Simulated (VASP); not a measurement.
# Ru (P6_3/mmc) in VASP: further runs

One crystal, Ru, is run at these levels: PBEsol; tasks: single point.

Everything below comes from runs of VASP 6.6.1. Logs are shortened: lines on timing, memory, paths and dates and some standing lists are left out, and cuts for length are marked.

## 1. The undisturbed crystal

The structure is hexagonal, space group P6_3/mmc (No. 194). The conventional cell has a = 2.706 Å, b = 2.706 Å, c = 4.282 Å, α = 90.00°, β = 90.00°, γ = 120.00°. Around Ru (site symmetry -6m2) lie 12 Ru at 2.65 to 2.71 Å.

## 2. Single point, PBEsol (grid = ENCUT=460 dk=0.35 cell=2x2x1 ISMEAR=1 SIGMA=0.1 LREAL=Auto EDIFF=1e-06)

INCAR

```
SYSTEM = Ru
ALGO = Fast
EDIFF = 1E-6
ENCUT = 460
GGA = PS
ISIF = 2
ISMEAR = 1
LASPH = .TRUE.
LCHARG = .FALSE.
LREAL = Auto
LWAVE = .FALSE.
NBANDS = 57
NELM = 120
PREC = Accurate
SIGMA = 0.1
```

KPOINTS

```
k-points
0
G
  4 4 5
  0 0 0
```

POSCAR

```
Ru
1.0
    5.4116000000      0.0000000000      0.0000000000
   -2.7058000000      4.6865830752      0.0000000000
    0.0000000000      0.0000000000      4.2819000000
Ru
7
Direct
    0.3333333334      0.6666666666      0.7500000000
    0.8333333333      0.1666666666      0.7500000000
    0.8333333333      0.6666666666      0.7500000000
    0.1666666666      0.3333333334      0.2500000000
    0.1666666666      0.8333333333      0.2500000000
    0.6666666666      0.3333333334      0.2500000000
    0.6666666666      0.8333333333      0.2500000000
```

Potentials or basis: VASP PAW PBE potentials, release 64 (Ru_pv).

On the command line:

```
$ cat potpaw_PBE.64/Ru_pv/POTCAR > POTCAR
$ mpirun -np 1 vasp_std > vasp.out
```

OUTCAR:

```text
SYSTEM = Ru
   EDIFF = 1E-6
   ENCUT = 460
   GGA = PS
   ISIF = 2
   ISMEAR = 1
   LASPH = .TRUE.
   LREAL = Auto
   NELM = 120
   PREC = Accurate

 Found     12 irreducible k-points:

 Following reciprocal coordinates:
            Coordinates               Weight
  0.000000  0.000000  0.000000      1.000000
  0.250000  0.000000  0.000000      6.000000
  0.500000  0.000000  0.000000      3.000000
  0.250000  0.250000  0.000000      6.000000
  0.000000  0.000000  0.200000      2.000000
  0.250000  0.000000  0.200000     12.000000
   k-points           NKPTS =     12   k-points in BZ     NKDIM =     12   number of bands    NBANDS=     57
   number of dos      NEDOS =    301   number of ions     NIONS =      7
   total plane-waves  NPLWV =  48000
   dimension x,y,z NGX =    40 NGY =   40 NGZ =   30
   dimension x,y,z NGXF=    80 NGYF=   80 NGZF=   60
   ions per type =               7
   NGX,Y,Z   is equivalent  to a cutoff of  12.29, 12.29, 11.65 a.u.
   NGXF,Y,Z  is equivalent  to a cutoff of  24.58, 24.58, 23.30 a.u.
 SYSTEM =  Ru
   PREC   = accura    normal or accurate (medium, high low for compatibility)
   ISTART =      0    job   : 0-new  1-cont  2-samecut
   ICHARG =      2    charge: 1-file 2-atom 10-const
   ISPIN  =      1    spin polarized calculation?
   LNONCOLLINEAR =      F non collinear calculations
   LSORBIT =      F    spin-orbit coupling
   LASPH  =      T    aspherical Exc in radial PAW
   ENCUT  =  460.0 eV  33.81 Ry    5.81 a.u.   9.46  9.46  7.49*2*pi/ulx,y,z
   NELM   =    120;   NELMIN=  2; NELMDL= -5     # of ELM steps
   EDIFF  = 0.1E-05   stopping-criterion for ELM
   LREAL  =      T    real-space projection
   EDIFFG = 0.1E-04   stopping-criterion for IOM
   NSW    =      0    number of steps for IOM
   IBRION =     -1    ionic relax: 0-MD 1-quasi-New 2-CG
   NFREE  =      0    steps in history (QN), initial steepest desc. (CG)
   ISIF   =      2    stress and relaxation
   ISYM   =      2    0-nonsym 1-usesym 2-fastsym
   POTIM  = 0.5000    time-step for ionic-motion
   TEBEG  =    0.0;   TEEND  =   0.0 temperature during run
   PSTRESS=    0.0 pullay stress
   NELECT =      98.0000    total number of electrons
   NUPDOWN=      -1.0000    fix difference up-down
   EMIN   =  10.00;   EMAX   =-10.00  energy-range for DOS
   EFERMI =   0.00;   METHOD = LEGACY
   ISMEAR =     1;   SIGMA  =   0.10  broadening in eV -4-tet -1-fermi 0-gaus
   EFERMI_NEDOS =   21; number of points for ismear=-14 and -15
   IALGO  =     68    algorithm
   IMIX   =      4    mixing-type and parameters
     AMIX     =   0.40;   BMIX     =  1.00
     AMIX_MAG =   1.60;   BMIX_MAG =  1.00
  volume/ion in A,a.u.               =      15.51       104.69
  Fermi-wavevector in a.u.,A,eV,Ry     =   1.582015  2.989575 34.052286  2.502772
  Thomas-Fermi vector in A             =   2.682003
   LORBIT       =      0    0 simple, 1 ext, 2 COOP (PROOUT), +10 PAW based schemes
   GGA     = PS    functional components
   LHFCALC =     F    Hartree Fock is set to
   AEXX    =    0.0000 exact exchange contribution
   IVDW    =     0    specifies the selected vdW correction
   LEPSILON=     F    determine dielectric tensor
   LRPA    =     F    only Hartree local field effects (RPA)
 non-spin polarized calculation
 RMM-DIIS sequential band-by-band and
 Methfessel and Paxton  Order N= 1 SIGMA  =   0.10
  energy-cutoff  :      460.00
  volume of cell :      108.60
 maximum number of plane-waves:      2457
 NGX is ok and might be reduce to    40
   NGX = 19   NGY = 19   NGZ = 15

 number of electron      98.0000024 magnetization

 Free energy of the ion-electron system (eV)
  ---------------------------------------------------
  ext. energy  EPLUGINS =         0.00000000
  ---------------------------------------------------
  free energy    TOTEN  =       -67.80501025 eV

  energy without entropy =      -67.78884214  energy(sigma->0) =      -67.79962088

 E-fermi :  10.4503     XC(G=0): -13.3141

 val. band max:       10.4350342112   @ k =   0.2500   0.2500   0.0000
 cond. band min:      10.4509163092   @ k =   0.2500   0.2500   0.2000
 fundamental gap:      0.0158820979
 Fermi energy:        10.4503064948

 k-point     1 :       0.0000    0.0000    0.0000
  band No.  band energies     occupation
      1     -32.9805      2.00000
      2     -32.8797      2.00000
      3     -32.7362      2.00000
      4     -32.7362      2.00000
      5     -32.6192      2.00000
      6     -32.5646      2.00000
[... 49 lines left out ...]
     56      12.3662     -0.00000
     57      12.5070      0.00000

 k-point     2 :       0.2500    0.0000    0.0000
  band No.  band energies     occupation
      1     -32.9406      2.00000
      2     -32.8097      2.00000
      3     -32.6872      2.00000
      4     -32.6473      2.00000
      5     -32.6467      2.00000
      6     -32.5662      2.00000
[... 49 lines left out ...]
     56      12.0958     -0.00000
     57      12.1236     -0.00000

 k-point     3 :       0.5000    0.0000    0.0000
  band No.  band energies     occupation
      1     -32.8714      2.00000
      2     -32.7476      2.00000
      3     -32.7059      2.00000
      4     -32.6221      2.00000
      5     -32.5709      2.00000
      6     -32.5677      2.00000
[... 49 lines left out ...]
     56      12.1265     -0.00000
     57      12.1939     -0.00000

 k-point     4 :       0.2500    0.2500    0.0000
  band No.  band energies     occupation
      1     -32.8734      2.00000
      2     -32.7411      2.00000
      3     -32.7126      2.00000
      4     -32.5938      2.00000
      5     -32.5767      2.00000
      6     -32.5347      2.00000
[... 49 lines left out ...]
     56      11.9010     -0.00000
     57      12.0370     -0.00000

 k-point     5 :       0.0000    0.0000    0.2000
  band No.  band energies     occupation
      1     -32.9601      2.00000
      2     -32.8628      2.00000
      3     -32.8352      2.00000
      4     -32.8352      2.00000
      5     -32.6390      2.00000
      6     -32.5216      2.00000
[... 49 lines left out ...]
     56      12.3013     -0.00000
     57      12.3119     -0.00000

 k-point     6 :       0.2500    0.0000    0.2000
  band No.  band energies     occupation
      1     -32.9089      2.00000
      2     -32.8285      2.00000
      3     -32.7900      2.00000
      4     -32.7639      2.00000
      5     -32.5860      2.00000
      6     -32.5114      2.00000
[... 49 lines left out ...]
     56      11.8115     -0.00000
     57      12.3079     -0.00000

 [... further k-points ...]
[... 5 lines left out ...]
  --------------------------------------------------------------------------------------
  -------------------------------------------------------------------------------------
  Total       -9.5899346     -9.5899346    -13.5340386      0.0000000      0.0000000     -0.0000000
  in kB     -141.4841202   -141.4841202   -199.6730553      0.0000000      0.0000000     -0.0000000
  external PRESSURE =    -160.8804319 kB  Pullay stress =       0.0000000 kB

 VOLUME and BASIS-vectors are now :
 -----------------------------------------------------------------------------
  energy-cutoff  :      460.00
  volume of cell :      108.60
      direct lattice vectors                 reciprocal lattice vectors
     5.411600000  0.000000000  0.000000000     0.184788233  0.106687536  0.000000000
    -2.705800000  4.686583075  0.000000000     0.000000000  0.213375072  0.000000000
     0.000000000  0.000000000  4.281900000     0.000000000  0.000000000  0.233541185

 POSITION                                       TOTAL-FORCE (eV/Angst)
 -----------------------------------------------------------------------------------
      0.00000      3.12439      3.21143        -0.083226     -0.048051     -0.000000
      4.05870      0.78110      3.21143        -0.000000      0.096102      0.000000
      2.70580      3.12439      3.21143         0.083226     -0.048051      0.000000
     -0.00000      1.56219      1.07048         1.381463     -0.797588     -0.000000
     -1.35290      3.90549      1.07048         0.000000      1.595176     -0.000000
      2.70580      1.56219      1.07048        -1.381463     -0.797588     -0.000000
      1.35290      3.90549      1.07048         0.000000      0.000000     -0.000000
 -----------------------------------------------------------------------------------
    total drift:                                0.000001     -0.000001     -0.000000

  FREE ENERGIE OF THE ION-ELECTRON SYSTEM (eV)
  ---------------------------------------------------
  free  energy   TOTEN  =       -67.8050102547 eV

  energy  without entropy=      -67.7888421357  energy(sigma->0) =      -67.79962088
```

Run time: 1.7 min. Hardware: 1 thread of Intel Xeon Platinum 8488C (Sapphire Rapids), shared host; peak memory 0.23 GiB.

The run converged, but some of its settings lie outside the range that counts as converged, so its numbers aren't taken as properties of the crystal.

Results:

```yaml
Free_energy: -67.8050 eV
Pressure: -16.1 GPa
Largest_force: 1.595 eV/Å
Band_gap_on_the_k_mesh: none (metal or under the smearing width)
```

Caveat: the PAW data sets were made with another functional, which shifts forces and pressure a little.

## 3. Single point, PBEsol (grid = ENCUT=520 dk=0.35 cell=2x2x1 ISMEAR=1 SIGMA=0.1 LREAL=Auto EDIFF=1e-06)

Changes to INCAR since step 2:

```diff
@@ -3,3 +3,3 @@
 EDIFF = 1E-6
-ENCUT = 460
+ENCUT = 520
 GGA = PS
```

KPOINTS is that of step 2.

POSCAR is that of step 2.

Potentials or basis: VASP PAW PBE potentials, release 64 (Ru_pv).

On the command line:

```
$ cat potpaw_PBE.64/Ru_pv/POTCAR > POTCAR
$ mpirun -np 1 vasp_std > vasp.out
```

It took 1.8 min on 1 thread of Intel Xeon Platinum 8488C (Sapphire Rapids), shared host; peak memory 0.23 GiB.

These settings aren't checked as converged: the numbers below hold their error.

Results:

- Free energy: -67.8073 eV
- Pressure: -16.0 GPa
- Largest force: 1.594 eV/Å
- Band gap on the k mesh: none (metal or under the smearing width)

Caveat: the PAW data sets were made with another functional, which shifts forces and pressure a little.

## 4. Single point, PBEsol (grid = ENCUT=400 dk=0.27 cell=2x2x1 ISMEAR=1 SIGMA=0.1 LREAL=Auto EDIFF=1e-06)

Changes to INCAR since step 3:

```diff
@@ -3,3 +3,3 @@
 EDIFF = 1E-6
-ENCUT = 520
+ENCUT = 400
 GGA = PS
```

KPOINTS

```
k-points
0
G
  5 5 6
  0 0 0
```

POSCAR is that of step 3.

Potentials or basis: VASP PAW PBE potentials, release 64 (Ru_pv).

On the command line:

```
$ cat potpaw_PBE.64/Ru_pv/POTCAR > POTCAR
$ mpirun -np 1 vasp_std > vasp.out
```

OUTCAR:

```text
SYSTEM = Ru
   EDIFF = 1E-6
   ENCUT = 400
   GGA = PS
   ISIF = 2
   ISMEAR = 1
   LASPH = .TRUE.
   LREAL = Auto
   NELM = 120
   PREC = Accurate

 Found     20 irreducible k-points:

 Following reciprocal coordinates:
            Coordinates               Weight
  0.000000  0.000000  0.000000      1.000000
  0.200000  0.000000  0.000000      6.000000
  0.400000  0.000000  0.000000      6.000000
  0.200000  0.200000  0.000000      6.000000
  0.400000  0.200000  0.000000      6.000000
  0.000000  0.000000  0.166667      2.000000
   k-points           NKPTS =     20   k-points in BZ     NKDIM =     20   number of bands    NBANDS=     57
   number of dos      NEDOS =    301   number of ions     NIONS =      7
   total plane-waves  NPLWV =  36288
   dimension x,y,z NGX =    36 NGY =   36 NGZ =   28
   dimension x,y,z NGXF=    72 NGYF=   72 NGZF=   56
   ions per type =               7
   NGX,Y,Z   is equivalent  to a cutoff of  11.06, 11.06, 10.87 a.u.
   NGXF,Y,Z  is equivalent  to a cutoff of  22.12, 22.12, 21.74 a.u.
 SYSTEM =  Ru
   PREC   = accura    normal or accurate (medium, high low for compatibility)
   ISTART =      0    job   : 0-new  1-cont  2-samecut
   ICHARG =      2    charge: 1-file 2-atom 10-const
[... 56 lines left out ...]

 E-fermi :  10.4894     XC(G=0): -13.3163

 val. band max:       10.4833620902   @ k =   0.4000   0.2000   0.1667
 cond. band min:      10.4904021740   @ k =   0.4000   0.0000   0.1667
 fundamental gap:      0.0070400838
 Fermi energy:        10.4893558858

 k-point     1 :       0.0000    0.0000    0.0000
  band No.  band energies     occupation
      1     -32.9898      2.00000
      2     -32.8588      2.00000
      3     -32.8100      2.00000
      4     -32.8100      2.00000
      5     -32.6375      2.00000
      6     -32.5518      2.00000
[... 349 lines left out ...]
     56      12.2338     -0.00000
     57      12.2944     -0.00000

 [... further k-points ...]
[... 5 lines left out ...]
  --------------------------------------------------------------------------------------
  -------------------------------------------------------------------------------------
  Total       -9.9982112     -9.9982112    -13.6259012      0.0000000      0.0000000     -0.0000000
  in kB     -147.5075879   -147.5075879   -201.0283417      0.0000000      0.0000000     -0.0000000
  external PRESSURE =    -165.3478392 kB  Pullay stress =       0.0000000 kB

 VOLUME and BASIS-vectors are now :
 -----------------------------------------------------------------------------
  energy-cutoff  :      400.00
  volume of cell :      108.60
      direct lattice vectors                 reciprocal lattice vectors
     5.411600000  0.000000000  0.000000000     0.184788233  0.106687536  0.000000000
    -2.705800000  4.686583075  0.000000000     0.000000000  0.213375072  0.000000000
     0.000000000  0.000000000  4.281900000     0.000000000  0.000000000  0.233541185

 POSITION                                       TOTAL-FORCE (eV/Angst)
 -----------------------------------------------------------------------------------
      0.00000      3.12439      3.21143         0.033479      0.019329     -0.000000
      4.05870      0.78110      3.21143         0.000000     -0.038658     -0.000000
      2.70580      3.12439      3.21143        -0.033479      0.019329     -0.000000
     -0.00000      1.56219      1.07048         1.377171     -0.795110     -0.000000
     -1.35290      3.90549      1.07048         0.000000      1.590221      0.000000
      2.70580      1.56219      1.07048        -1.377171     -0.795110      0.000000
      1.35290      3.90549      1.07048        -0.000000      0.000000     -0.000000
 -----------------------------------------------------------------------------------
    total drift:                                0.000001     -0.000001     -0.000000

  FREE ENERGIE OF THE ION-ELECTRON SYSTEM (eV)
  ---------------------------------------------------
  free  energy   TOTEN  =       -67.7270193236 eV

  energy  without entropy=      -67.7187812908  energy(sigma->0) =      -67.72427331
```

OSZICAR:

```text
N       E                     dE             d eps       ncg     rms          rms(c)
DAV:   1     0.108169270062E+04    0.10817E+04   -0.52650E+04  2408   0.156E+03
DAV:   2    -0.249832284198E+02   -0.11067E+04   -0.10757E+04  2453   0.527E+02
DAV:   3    -0.711273189611E+02   -0.46144E+02   -0.44105E+02  3142   0.977E+01
DAV:   4    -0.728331930018E+02   -0.17059E+01   -0.16543E+01  2692   0.139E+01
DAV:   5    -0.728773228994E+02   -0.44130E-01   -0.43838E-01  2878   0.226E+00    0.309E+01
RMM:   6    -0.679562447567E+02    0.49211E+01   -0.15623E+01  2298   0.211E+01    0.824E+00
RMM:   7    -0.685719522758E+02   -0.61571E+00   -0.71024E+00  2473   0.949E+00    0.773E+00
RMM:   8    -0.677996058845E+02    0.77235E+00   -0.19173E+00  2373   0.574E+00    0.303E+00
RMM:   9    -0.677536479956E+02    0.45958E-01   -0.51863E-01  2669   0.206E+00    0.145E+00
RMM:  10    -0.677295663848E+02    0.24082E-01   -0.10859E-01  2561   0.151E+00    0.928E-01
RMM:  11    -0.677257449127E+02    0.38215E-02   -0.46345E-02  2630   0.945E-01    0.246E-01
RMM:  12    -0.677268289458E+02   -0.10840E-02   -0.18036E-02  2849   0.408E-01    0.113E-01
RMM:  13    -0.677269631096E+02   -0.13416E-03   -0.32521E-03  2931   0.170E-01    0.474E-02
RMM:  14    -0.677270150383E+02   -0.51929E-04   -0.72809E-04  3092   0.767E-02    0.328E-02
RMM:  15    -0.677270131551E+02    0.18832E-05   -0.15109E-04  2669   0.508E-02    0.893E-03
RMM:  16    -0.677270171842E+02   -0.40292E-05   -0.73918E-05  2926   0.220E-02    0.406E-03
RMM:  17    -0.677270188887E+02   -0.17045E-05   -0.15133E-05  2348   0.103E-02    0.217E-03
RMM:  18    -0.677270193236E+02   -0.43482E-06   -0.57017E-06  1764   0.506E-03
   1 F= -.67727019E+02 E0= -.67724273E+02  d E =-.823803E-02
```

stdout:

```text
POSCAR found type information on POSCAR Ru
 POSCAR found :  1 types and       7 ions
 scaLAPACK will be used
 -----------------------------------------------------------------------------
|                                                                             |
|                                                                             |
|     You have a (more or less) 'small supercell' and for smaller cells       |
|     it is recommended to use the reciprocal-space projection scheme!        |
|     The real-space optimization is not efficient for small cells and it     |
|     is also less accurate ...                                               |
|     Therefore, set LREAL=.FALSE. in the INCAR file.                         |
|                                                                             |
 -----------------------------------------------------------------------------

 -----------------------------------------------------------------------------
|                                                                             |
|                                                                             |
|     You enforced a specific xc type in the INCAR file but a different       |
|     I HOPE YOU KNOW WHAT YOU ARE DOING!                                     |
|                                                                             |
 -----------------------------------------------------------------------------

 LDA part: xc-table for (Slater+PW92), standard interpolation
 POSCAR, INCAR and KPOINTS ok, starting setup
 FFT: planning ... GRIDC
 FFT: planning ... GRID_SOFT
 FFT: planning ... GRID
 WAVECAR not read
 entering main loop
```

Run time: 2.2 min. Hardware: 1 thread of Intel Xeon Platinum 8488C (Sapphire Rapids), shared host; peak memory 0.21 GiB.

The run converged, but some of its settings lie outside the range that counts as converged, so its numbers aren't taken as properties of the crystal.

Results:

```
Free energy            : -67.7270 eV
Pressure               : -16.5 GPa
Largest force          : 1.590 eV/Å
Band gap on the k mesh : none (metal or under the smearing width)
```

Caveat: the PAW data sets were made with another functional, which shifts forces and pressure a little.

## 5. Single point, PBEsol (grid = ENCUT=650 dk=0.35 cell=2x2x1 ISMEAR=1 SIGMA=0.1 LREAL=Auto EDIFF=1e-06)

Changes to INCAR since step 4:

```diff
@@ -3,3 +3,3 @@
 EDIFF = 1E-6
-ENCUT = 400
+ENCUT = 650
 GGA = PS
```

KPOINTS

```
k-points
0
G
  4 4 5
  0 0 0
```

POSCAR is that of step 4.

On the command line:

```
$ cat potpaw_PBE.64/Ru_pv/POTCAR > POTCAR
$ mpirun -np 1 vasp_std > vasp.out
```

Wall time 3.2 min (1 thread of Intel Xeon Platinum 8488C (Sapphire Rapids), shared host); peak memory 0.3 GiB.

These settings aren't checked as converged: the numbers below hold their error.

Results:

- Free energy: -67.8071 eV
- Pressure: -16.0 GPa
- Largest force: 1.595 eV/Å
- Band gap on the k mesh: none (metal or under the smearing width)

Caveat: the PAW data sets were made with another functional, which shifts forces and pressure a little.

## 6. The reference run

An earlier run on the cell as given: functional PBE; potentials or basis VASP PAW PBE potentials, release 64 (Ru_pv); cutoff 520 eV; k mesh 11 × 11 × 6; occupations fermi-dirac, width 0.05 eV; no spin polarisation.

* Pressure: 4.5 GPa
* Band gap on the k mesh: none (metal or under the smearing width)
